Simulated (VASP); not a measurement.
# TaN (P-62m) in VASP: further runs

One crystal, TaN, is run at these levels: LDA; tasks: optical spectrum, density of states, electric field gradients.

Program: VASP 6.6.1. These are calculated values, not measurements. Logs are shortened: lines on timing, memory, paths and dates and some standing lists are left out, and cuts for length are marked.

**1. Starting point**

Symmetry: P-62m, No. 189, hexagonal system. The conventional cell has a = 5.196 Å, b = 5.196 Å, c = 2.911 Å, α = 90.00°, β = 90.00°, γ = 120.00°. Ta (site symmetry -62m) is surrounded by 3 N at 2.04 Å. Around Ta (site symmetry -6) lie 6 N at 2.16 Å. N (site symmetry m2m) is surrounded by 5 Ta at 2.04 to 2.16 Å.

**2. Optical spectrum, LDA**

Contents of INCAR:

```
PREC = Accurate
ENCUT = 520
EDIFF = 1E-6
ISMEAR = 0
SIGMA = 0.02
LREAL = False
LASPH = True
NELM = 100
ALGO = Normal
ISIF = 2
LWAVE = False
LCHARG = False
GGA = CA
LOPTICS = True
NBANDS = 72
NEDOS = 2000
CSHIFT = 0.1
```

Contents of KPOINTS:

```
regular mesh
0
Gamma
  6 6 9
```

Contents of POSCAR:

```
TaN
1.0
    5.1960000000      0.0000000000      0.0000000000
   -2.5980000000      4.4998679981      0.0000000000
    0.0000000000      0.0000000000      2.9110000000
Ta N
3 3
Direct
    0.0000000000      0.0000000000      0.0000000000
    0.6666666667      0.3333333333      0.5000000000
    0.3333333333      0.6666666667      0.5000000000
    0.0000000000      0.3928500000      0.0000000000
    0.6071500000      0.6071500000      0.0000000000
    0.3928500000      0.0000000000      0.0000000000
```

Potentials or basis: VASP PAW LDA potentials, release 64 (Ta_pv, N).

On the command line:

```console
$ cat potpaw_LDA.64/Ta_pv/POTCAR potpaw_LDA.64/N/POTCAR > POTCAR
$ mpirun -np 1 vasp_std > vasp.out
```

OUTCAR:

```text
PREC = Accurate
   ENCUT = 520
   EDIFF = 1E-6
   ISMEAR = 0
   LREAL = False
   LASPH = True
   NELM = 100
   ISIF = 2
   GGA = CA

 ion  position               nearest neighbor table
   1  0.000  0.000  0.000-   6 2.04   5 2.04   4 2.04   3 3.33   2 3.33   2 3.33   3 3.33   2 3.33
                             2 3.33   3 3.33   3 3.33   2 3.33   2 3.33   3 3.33   3 3.33
   2  0.667  0.333  0.500-   4 2.16   4 2.16   6 2.16   6 2.16   5 2.16   5 2.16   3 3.00   3 3.00
                             3 3.00   1 3.33   1 3.33   1 3.33   1 3.33   1 3.33   1 3.33
   3  0.333  0.667  0.500-   6 2.16   6 2.16   4 2.16   4 2.16   5 2.16   5 2.16   2 3.00   2 3.00
                             2 3.00   1 3.33   1 3.33   1 3.33   1 3.33   1 3.33   1 3.33
   4  0.000  0.393  0.000-   1 2.04   2 2.16   2 2.16   3 2.16   3 2.16
   5  0.607  0.607  0.000-   1 2.04   3 2.16   3 2.16   2 2.16   2 2.16
   6  0.393  0.000  0.000-   1 2.04   3 2.16   3 2.16   2 2.16   2 2.16

  LATTYP: Found a hexagonal cell.
 ALAT       =     5.1960000000
 C/A-ratio  =     0.5602386451

  Lattice vectors:

 A1 = (   5.1960000000,   0.0000000000,   0.0000000000)
 A2 = (  -2.5980000000,   4.4998679981,   0.0000000000)
 A3 = (   0.0000000000,   0.0000000000,   2.9110000000)

Analysis of symmetry for initial positions (statically):
=====================================================================
 Subroutine PRICEL returns:
 Original cell was already a primitive cell.

 Routine SETGRP: Setting up the symmetry group for a
 hexagonal supercell.

 Subroutine GETGRP returns: Found 12 space group operations
 (whereof 12 operations were pure point group operations)
 out of a pool of 24 trial point group operations.

[... 1131 lines left out ...]
  energy-cutoff  :      520.00
  volume of cell :       68.06
      direct lattice vectors                 reciprocal lattice vectors
     5.196000000  0.000000000  0.000000000     0.192455735  0.111114371  0.000000000
    -2.598000000  4.499867998  0.000000000     0.000000000  0.222228741  0.000000000
     0.000000000  0.000000000  2.911000000     0.000000000  0.000000000  0.343524562

 POSITION                                       TOTAL-FORCE (eV/Angst)
 -----------------------------------------------------------------------------------
      0.00000      0.00000      0.00000        -0.000000     -0.000000      0.000000
      2.59800      1.49996      1.45550        -0.000000     -0.000000      0.000000
     -0.00000      2.99991      1.45550        -0.000000     -0.000000      0.000000
     -1.02062      1.76777      0.00000         0.017301     -0.029966      0.000000
      1.57738      2.73209      0.00000         0.017301      0.029966      0.000000
      2.04125      0.00000      0.00000        -0.034602     -0.000000      0.000000
 -----------------------------------------------------------------------------------
    total drift:                               -0.000002     -0.000003      0.000000

  FREE ENERGIE OF THE ION-ELECTRON SYSTEM (eV)
  ---------------------------------------------------
  free  energy   TOTEN  =       -74.0883075253 eV

  energy  without entropy=      -74.0874556837  energy(sigma->0) =      -74.08788160

 electrical conductivity sigma (Mega S m-1) (frequency dependency in vasprun.xml)
  --------------------------------------------------------------------------------------
       0.020       0.000       0.000
       0.000       0.020       0.000
       0.000       0.000       0.607

  frequency dependent IMAGINARY DIELECTRIC FUNCTION (independent particle, no local field effects) density-density
     E(ev)      X         Y         Z        XY        YZ        ZX
  --------------------------------------------------------------------------------------------------------------
     0.00000     0.00000     0.00000     0.00000     0.00000     0.00000     0.00000
     0.84115     5.30321     5.30321     2.25791     0.00000     0.00000    -0.00000
     1.68230    11.07544    11.07544    10.29158     0.00000    -0.00000    -0.00000
     2.52345    12.89392    12.89392    18.73721    -0.00000    -0.00000    -0.00000
     3.36461    13.98697    13.98697    27.43041    -0.00000     0.00000    -0.00000
     4.20576     7.20538     7.20538    17.77620    -0.00000     0.00000    -0.00000
[... 92 lines left out ...]
    82.43286     0.00053     0.00053     0.00052     0.00000    -0.00000    -0.00000
    83.27401     0.00051     0.00051     0.00050     0.00000    -0.00000    -0.00000

  frequency dependent      REAL DIELECTRIC FUNCTION (independent particle, no local field effects) density-density
     E(ev)        X           Y           Z          XY          YZ          ZX
  --------------------------------------------------------------------------------------------------------------
     0.00000    27.29328    27.29328    24.06837    -0.00000    -0.00000    -0.00000
     0.84115    38.31126    38.31126    29.19246    -0.00000    -0.00000    -0.00000
     1.68230     2.06861     2.06861    20.78559     0.00000     0.00000     0.00000
     2.52345     6.79327     6.79327    14.26997     0.00000    -0.00000    -0.00000
     3.36461     5.25723     5.25723    12.37920    -0.00000     0.00000     0.00000
     4.20576     5.04614     5.04614    -1.92460    -0.00000    -0.00000     0.00000
[... 92 lines left out ...]
    82.43286     0.82167     0.82167     0.82354     0.00000     0.00000    -0.00000
    83.27401     0.82603     0.82603     0.82784     0.00000     0.00000    -0.00000

  frequency dependent IMAGINARY DIELECTRIC FUNCTION (independent particle, no local field effects) current-current
     E(ev)      X         Y         Z        XY        YZ        ZX
  --------------------------------------------------------------------------------------------------------------
     0.00000   124.86401   124.86401   109.58110    -0.00000     0.00000     0.00000
     0.84115    14.14114    14.14114     8.94405    -0.00000     0.00000     0.00000
     1.68230    11.14611    11.14611    12.59669    -0.00000    -0.00000     0.00000
     2.52345    13.32530    13.32530    19.74945     0.00000     0.00000     0.00000
     3.36461    14.22691    14.22691    28.09287     0.00000    -0.00000     0.00000
     4.20576     7.39423     7.39423    17.62625    -0.00000     0.00000    -0.00000
[... 92 lines left out ...]
    82.43286     0.00010     0.00010     0.00009     0.00000     0.00000    -0.00000
    83.27401     0.00009     0.00009     0.00009     0.00000     0.00000    -0.00000

  frequency dependent      REAL DIELECTRIC FUNCTION (independent particle, no local field effects) current-current
     E(ev)        X           Y           Z          XY          YZ          ZX
  --------------------------------------------------------------------------------------------------------------
     0.00000    26.86467    26.86467    23.84075    -0.00000    -0.00000     0.00000
     0.84115    36.95185    36.95185    28.60085    -0.00000    -0.00000    -0.00000
     1.68230     0.84993     0.84993    19.58890     0.00000     0.00000    -0.00000
     2.52345     5.80675     5.80675    12.80370    -0.00000     0.00000    -0.00000
     3.36461     4.43697     4.43697    10.75257    -0.00000    -0.00000    -0.00000
     4.20576     4.71673     4.71673    -2.76074     0.00000     0.00000    -0.00000
[... 92 lines left out ...]
    82.43286     0.82170     0.82170     0.82357     0.00000    -0.00000    -0.00000
    83.27401     0.82606     0.82606     0.82787     0.00000    -0.00000    -0.00000
```

Wall time 91 s (1 thread of AMD EPYC 9R45 (Zen 5), shared host); peak memory 0.32 GiB.

Results:

- Free energy: -74.0883 eV
- Pressure: -8.3 GPa
- Largest force: 0.035 eV/Å
- Band gap on the k mesh: none (metal or under the smearing width)

Forces in eV/Å, atoms in the order of the input:
```
Ta   0.000  0.000  0.000
Ta   0.000  0.000  0.000
Ta   0.000  0.000  0.000
N    0.017 -0.030  0.000
N    0.017  0.030  0.000
N   -0.035  0.000  0.000
```

Dielectric function (mean over the directions given):
| energy (eV) | real part | imaginary part |
| --- | --- | --- |
| 0.25 | 26.73 | 0.43 |
| 0.76 | 32.73 | 2.84 |
| 1.26 | 17.59 | 32.61 |
| 1.77 | 12.30 | 9.58 |
| 2.27 | 9.31 | 19.09 |
| 2.78 | 10.33 | 15.33 |
| 3.28 | 8.36 | 16.84 |
| 3.79 | -0.28 | 14.65 |
| 4.29 | 1.92 | 10.44 |
| 4.79 | 3.43 | 8.49 |
| 5.30 | 5.85 | 7.97 |
| 5.80 | 3.29 | 10.06 |
| 6.31 | 3.04 | 10.79 |
| 6.81 | 0.76 | 10.35 |
| 7.32 | 0.45 | 9.20 |
| 7.82 | -0.11 | 8.56 |
| 8.33 | -0.28 | 7.91 |
| 8.83 | -0.95 | 7.82 |
| 9.34 | -1.30 | 7.47 |
| 9.84 | -2.90 | 7.05 |
| 10.35 | -2.99 | 5.86 |
| 10.85 | -3.14 | 4.68 |
| 11.36 | -2.95 | 4.40 |
| 11.86 | -3.32 | 3.44 |
| 12.36 | -2.41 | 2.33 |
| 12.87 | -1.98 | 1.87 |
| 13.37 | -1.75 | 1.40 |
| 13.88 | -1.00 | 1.49 |
| 14.38 | -0.97 | 1.31 |
| 14.89 | -0.68 | 1.31 |
| 15.39 | -0.25 | 1.22 |
| 15.90 | -0.23 | 1.66 |
| 16.40 | -0.46 | 1.38 |
| 16.91 | -0.34 | 1.30 |
| 17.41 | -0.25 | 1.31 |
| 17.92 | -0.09 | 1.37 |
| 18.42 | -0.07 | 1.17 |
| 18.93 | 0.02 | 1.29 |
| 19.43 | -0.04 | 1.16 |
| 19.94 | 0.10 | 1.29 |

Caveat: spectra need much finer meshes, so this one isn't converged; independent-particle spectra lack excitons; the intraband (Drude) part of a metal's response may be missing.

**3. Density of states, LDA**

POSCAR is that of step 2.

Contents of INCAR.step1:

```
SYSTEM = TaN
ALGO = Normal
EDIFF = 1E-6
ENCUT = 520
ISIF = 2
ISMEAR = 0
LASPH = .True.
LCHARG = .True.
LMAXMIX = 4
LREAL = .False.
LWAVE = .False.
NELM = 100
PREC = Accurate
SIGMA = 0.02
```

Contents of KPOINTS.step1:

```
k-points
0
Gamma
  6 6 9
  0 0 0
```

Contents of INCAR.step2:

```
SYSTEM = TaN
ALGO = Normal
EDIFF = 1E-6
ENCUT = 520
ICHARG = 11
ISIF = 2
ISMEAR = -5
LASPH = .True.
LCHARG = .False.
LMAXMIX = 4
LORBIT = 11
LREAL = .False.
LWAVE = .False.
NEDOS = 2001
NELM = 100
PREC = Accurate
SIGMA = 0.02
```

Contents of KPOINTS.step2:

```
k-points
0
Gamma
  9 9 14
  0 0 0
```

Potentials or basis: VASP PAW LDA potentials, release 64 (Ta_pv, N).

On the command line:

```console
$ cat potpaw_LDA.64/Ta_pv/POTCAR potpaw_LDA.64/N/POTCAR > POTCAR
$ cp INCAR.step1 INCAR
$ cp KPOINTS.step1 KPOINTS
$ mpirun -np 1 vasp_std > vasp.out
$ cp INCAR.step2 INCAR
$ cp KPOINTS.step2 KPOINTS
$ mpirun -np 1 vasp_std > vasp.out
```

OUTCAR:

```text
SYSTEM = TaN
   EDIFF = 1E-6
   ENCUT = 520
   ICHARG = 11
   ISIF = 2
   ISMEAR = -5
   LASPH = .True.
   LORBIT = 11
   LREAL = .False.
   NELM = 100
   PREC = Accurate

 ion  position               nearest neighbor table
   1  0.000  0.000  0.000-   6 2.04   5 2.04   4 2.04   3 3.33   2 3.33   2 3.33   3 3.33   2 3.33
                             2 3.33   3 3.33   3 3.33   2 3.33   2 3.33   3 3.33   3 3.33
   2  0.667  0.333  0.500-   4 2.16   4 2.16   6 2.16   6 2.16   5 2.16   5 2.16   3 3.00   3 3.00
                             3 3.00   1 3.33   1 3.33   1 3.33   1 3.33   1 3.33   1 3.33
   3  0.333  0.667  0.500-   6 2.16   6 2.16   4 2.16   4 2.16   5 2.16   5 2.16   2 3.00   2 3.00
                             2 3.00   1 3.33   1 3.33   1 3.33   1 3.33   1 3.33   1 3.33
   4  0.000  0.393  0.000-   1 2.04   2 2.16   2 2.16   3 2.16   3 2.16
   5  0.607  0.607  0.000-   1 2.04   3 2.16   3 2.16   2 2.16   2 2.16
   6  0.393  0.000  0.000-   1 2.04   3 2.16   3 2.16   2 2.16   2 2.16
[... 966 lines left out ...]
     0.000000000  0.000000000  2.911000000     0.000000000  0.000000000  0.343524562

 POSITION                                       TOTAL-FORCE (eV/Angst)
 -----------------------------------------------------------------------------------
      0.00000      0.00000      0.00000        -0.000000      0.000000      0.000000
      2.59800      1.49996      1.45550        -0.000000      0.000000      0.000000
     -0.00000      2.99991      1.45550        -0.000000      0.000000      0.000000
     -1.02062      1.76777      0.00000         0.013685     -0.023703      0.000000
      1.57738      2.73209      0.00000         0.013685      0.023703      0.000000
      2.04125      0.00000      0.00000        -0.027370     -0.000000      0.000000
 -----------------------------------------------------------------------------------
    total drift:                               -0.000002     -0.000003      0.000000

  FREE ENERGIE OF THE ION-ELECTRON SYSTEM (eV)
  ---------------------------------------------------
  free  energy   TOTEN  =       -74.1026451874 eV

  energy  without entropy=      -74.1026451874  energy(sigma->0) =      -74.10264519

 total charge

# of ion       s       p       d       tot
------------------------------------------
    1        0.336   6.220   2.443   8.998
    2        0.295   6.264   2.412   8.971
    3        0.295   6.264   2.412   8.971
    4        1.225   2.537   0.000   3.762
    5        1.225   2.537   0.000   3.762
    6        1.225   2.537   0.000   3.762
--------------------------------------------------
tot          4.601  26.358   7.266  38.225
```

OUTCAR.step1:

```text
SYSTEM = TaN
   EDIFF = 1E-6
   ENCUT = 520
   ISIF = 2
   ISMEAR = 0
   LASPH = .True.
   LREAL = .False.
   NELM = 100
[... 984 lines left out ...]
     -1.02062      1.76777      0.00000         0.017283     -0.029935      0.000000
      1.57738      2.73209      0.00000         0.017283      0.029935     -0.000000
      2.04125      0.00000      0.00000        -0.034566      0.000000      0.000000
 -----------------------------------------------------------------------------------
    total drift:                               -0.000002     -0.000003      0.000000

  FREE ENERGIE OF THE ION-ELECTRON SYSTEM (eV)
  ---------------------------------------------------
  free  energy   TOTEN  =       -74.0883074375 eV

  energy  without entropy=      -74.0874562638  energy(sigma->0) =      -74.08788185
```

Run time: 95 s. Hardware: 1 thread of AMD EPYC 9R45 (Zen 5), shared host; peak memory 0.23 GiB.

What came out:

- Valence electrons inside the program's atomic spheres: Ta 9.00, 8.97; N 3.76

States per cell in windows of 0.5 eV (zero at the Fermi level; states under -8 eV left out):
| from (eV) | total | Ta1_d | Ta2_d | Ta3_d | N6_p | N4_p | N5_p |
| --- | --- | --- | --- | --- | --- | --- | --- |
| -8.0 | 2.10 | 0.11 | 0.18 | 0.18 | 0.23 | 0.23 | 0.23 |
| -7.5 | 1.88 | 0.10 | 0.16 | 0.16 | 0.21 | 0.21 | 0.21 |
| -7.0 | 1.51 | 0.08 | 0.13 | 0.13 | 0.18 | 0.18 | 0.18 |
| -6.5 | 1.98 | 0.08 | 0.19 | 0.19 | 0.26 | 0.26 | 0.26 |
| -6.0 | 2.34 | 0.09 | 0.21 | 0.21 | 0.32 | 0.32 | 0.32 |
| -5.5 | 1.61 | 0.11 | 0.12 | 0.12 | 0.22 | 0.22 | 0.22 |
| -5.0 | 1.86 | 0.14 | 0.12 | 0.12 | 0.27 | 0.27 | 0.27 |
| -4.5 | 1.86 | 0.14 | 0.12 | 0.12 | 0.30 | 0.30 | 0.30 |
| -4.0 | 0.40 | 0.09 | 0.02 | 0.02 | 0.04 | 0.04 | 0.04 |
| -3.5 | 0.49 | 0.15 | 0.04 | 0.04 | 0.02 | 0.02 | 0.02 |
| -3.0 | 1.13 | 0.29 | 0.14 | 0.14 | 0.04 | 0.04 | 0.04 |
| -2.5 | 2.00 | 0.45 | 0.28 | 0.28 | 0.06 | 0.06 | 0.06 |
| -2.0 | 1.03 | 0.16 | 0.17 | 0.17 | 0.04 | 0.04 | 0.04 |
| -1.5 | 0.54 | 0.10 | 0.09 | 0.09 | 0.02 | 0.02 | 0.02 |
| -1.0 | 0.31 | 0.06 | 0.05 | 0.05 | 0.01 | 0.01 | 0.01 |
| -0.5 | 0.23 | 0.04 | 0.04 | 0.04 | 0.01 | 0.01 | 0.01 |
| 0.0 | 0.50 | 0.12 | 0.10 | 0.10 | 0.01 | 0.01 | 0.01 |
| 0.5 | 1.02 | 0.20 | 0.23 | 0.23 | 0.02 | 0.02 | 0.02 |
| 1.0 | 2.48 | 0.66 | 0.47 | 0.47 | 0.06 | 0.06 | 0.06 |
| 1.5 | 1.97 | 0.47 | 0.43 | 0.43 | 0.05 | 0.05 | 0.05 |
| 2.0 | 1.49 | 0.32 | 0.35 | 0.35 | 0.04 | 0.04 | 0.04 |
| 2.5 | 0.49 | 0.12 | 0.10 | 0.10 | 0.02 | 0.02 | 0.02 |
| 3.0 | 0.05 | 0.01 | 0.01 | 0.01 | 0.00 | 0.00 | 0.00 |
| 3.5 | 0.00 | 0.00 | 0.00 | 0.00 | 0.00 | 0.00 | 0.00 |
| 4.0 | 0.00 | 0.00 | 0.00 | 0.00 | 0.00 | 0.00 | 0.00 |
| 4.5 | 0.00 | 0.00 | 0.00 | 0.00 | 0.00 | 0.00 | 0.00 |

Caveat: tetrahedron occupations give inexact forces and stress in metals.

(Continued in part 2 of 2.)
